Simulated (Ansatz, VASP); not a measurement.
Ge: VASP beside Ansatz

INCAR

```
PREC     = Accurate       # precision mode
ENCUT    = 520            # plane-wave cutoff, eV
EDIFF    = 1E-7           # SCF threshold, eV
ISMEAR   = -1             # smearing method
SIGMA    = 0.05           # smearing width, eV
LREAL    = F              # projectors in reciprocal space
LASPH    = T              # aspherical terms in the spheres
NELM     = 80             # most SCF steps
ALGO     = Normal         # electronic algorithm
ISIF     = 2              # what is computed and relaxed
LWAVE    = F              # write WAVECAR
LCHARG   = F              # write CHGCAR
GGA      = PE             # functional
NBANDS   = 21             # bands
```

File KPOINTS:

```
Automatic mesh
0
Gamma
  11 11 11
```

File POSCAR:

```
Ge
1.0
   -2.4958980000      2.6508630000      1.4369470000
    2.4958980000     -2.6508630000      1.4369470000
    2.4958980000      2.6508630000     -1.4369470000
Ge
2
Direct
    0.3140570000      0.0640570000      0.2500000000
    0.6859430000      0.9359430000      0.7500000000
```

The input input.yaml:

```yaml
crystal:
  lattice:
    - [-2.495898, 2.650863, 1.436947]
    - [2.495898, -2.650863, 1.436947]
    - [2.495898, 2.650863, -1.436947]
  atoms:
    - { symbol: Ge, position: [0.314057, 0.064057, 0.25] }
    - { symbol: Ge, position: [0.685943, 0.935943, 0.75] }
hamiltonian:
  xc: pbe
  pseudopotentials: { kind: paw }
kpoints:
  mp_grid: { grid: [11, 11, 11] }
scf:
  occupations: { method: fermi_dirac, width: 0.05 }
output:
  forces: true
  stress: true
  eigenvalues: true
```

This isn't the form of Ge at room conditions, which is diamond.

Alike in both runs: task single point; functional PBE; k mesh 11 × 11 × 11; occupations fermi-dirac, width 0.05 eV; no spin polarisation.

|  | VASP | Ansatz |
| --- | --- | --- |
| version | VASP 6.6.1 | Ansatz 0.2.0 |
| potentials or method | VASP PAW PBE potentials, release 64 (Ge_d) | Ansatz PAW |
| plane-wave cutoff (eV) | 520 | 420 |
| valence electrons in the cell | 28 | 28 |

|  | VASP | Ansatz | Ansatz less VASP |
| --- | --- | --- | --- |
| gap on the k mesh at the Fermi level (eV) | none | none | - |
| pressure (GPa) | 1.2 | 1.2 | -0.03 |
| largest component of the traceless stress (GPa) | 1.20 | 1.20 | -0.003 |
| rms of the force components (eV/Å) | 0.033 | 0.033 | +0.0004 |

Atom by atom the forces differ by 0.000 eV/Å (rms over components). A gap of «none» marks a metal or a gap that the smearing closes.
